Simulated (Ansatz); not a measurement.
# C: the cost of one run

Method: DFT PBE, scalar-relativistic, plane waves, PAW, in Ansatz 0.2.0.

**1. The starting structure**

The structure is hexagonal, space group P6_3/mmc (No. 194). Conventional cell: a = 2.568 Å, b = 2.568 Å, c = 4.168 Å, α = 90.00°, β = 90.00°, γ = 120.00°. C (site symmetry -6m2) is surrounded by 12 C at 2.56 to 2.57 Å.

Structure file:

```xyz
2
Lattice="2.5678 0.0000 0.0000 -1.2839 2.2238 0.0000 0.0000 0.0000 4.1678" Properties=species:S:1:pos:R:3 pbc="T T T"
C     0.0000    1.4825    1.0419
C     1.2839    0.7413    3.1258
```

This is candidate A: hcp type (P6_3/mmc, No. 194).

(A quick probe on a coarse mesh, which set the mesh and smearing, is not shown.)

**3. A loose first relaxation (candidate A)**

File input.yaml:

```yaml
crystal:
  lattice:
    - [2.5678482048, 0.0, 0.0]
    - [-1.2839241024, 2.2238217784, 0.0]
    - [0.0, 0.0, 4.1677536284]
  atoms:
    - { symbol: C, position: [0.3333333333, 0.6666666667, 0.25] }
    - { symbol: C, position: [0.6666666667, 0.3333333333, 0.75] }
basis:
  ecutwfc: 420
kpoints:
  mp_grid: { grid: [9, 9, 4] }
hamiltonian:
  xc: pbe
scf:
  occupations: { method: gaussian, width: 0.1 }
  lower_state_search: "off"
output:
  forces: true
  stress: true
  eigenvalues: true
relax:
  adjacent_minimum: "off"
  f_tol: 0.04
  max_steps: 70
  cell: { stress_tol: 0.4 }
```

**Question.** How long does this run take on 1 thread of an Arm CPU, shared host, and how much memory does it need?

About 6 s, with a peak of 0.25 GiB.
